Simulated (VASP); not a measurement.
Write the native input for VASP 6.6.1 that does the following.

```
Task                   : electron localisation function
Functional             : LDA
Potentials or basis    : VASP PAW LDA potentials, release 64 (Ni, O)
Cutoff                 : 520 eV
k mesh                 : 11 × 11 × 11
Occupations            : gaussian, width 0.02 eV
Spin                   : collinear spin, ferromagnetic start
Starting moments       : [1.0, 0.0] μB
Further INCAR settings : ALGO = Normal; EDIFF = 1e-06
```

The structure of NiO lies in POSCAR:

```
NiO
1.0
    0.0000000000      2.0859016414      2.0859016414
    2.0859016414      0.0000000000      2.0859016414
    2.0859016414      2.0859016414      0.0000000000
Ni O
1 1
Direct
    0.0000000000      0.0000000000      0.0000000000
    0.5000000000      0.5000000000      0.5000000000
```

The input as run:

INCAR

```
SYSTEM = NiO
PREC = Accurate
ENCUT = 520
EDIFF = 1E-6
ISMEAR = 0
SIGMA = 0.02
LREAL = .FALSE.
LASPH = .TRUE.
NELM = 100
ALGO = Normal
ISIF = 2
LWAVE = .FALSE.
LCHARG = .TRUE.
ISPIN = 2
MAGMOM = 1 0
LORBIT = 11
LMAXMIX = 4
LELF = .TRUE.
```

KPOINTS

```
regular mesh
0
G
  11 11 11
  0 0 0
```

Potentials or basis: VASP PAW LDA potentials, release 64 (Ni, O).

Run with:

```sh
$ cat potpaw_LDA.64/Ni/POTCAR potpaw_LDA.64/O/POTCAR > POTCAR
$ mpirun -np 1 vasp_std > vasp.out
```

Results of the run:

The pressure is -19.7 GPa. The band gap on the k mesh is none (metal or under the smearing width). The net moment is 0.36 μB per cell, the site moments are Ni +0.30; O +0.05 μB and the valence electrons inside the program's atomic spheres are Ni 9.09; O 4.90.

Caveat: so large a pressure means that the cell lies far from this level's equilibrium, or that cutoff or potentials fall short; semilocal functionals often make such compounds metallic where correlation or magnetic order opens a gap, which also shifts bond lengths.

It took 11 s on 1 thread of Intel(R) Xeon(R) 6975P-C (Granite Rapids), on a shared host, peak memory 0.15 GiB.
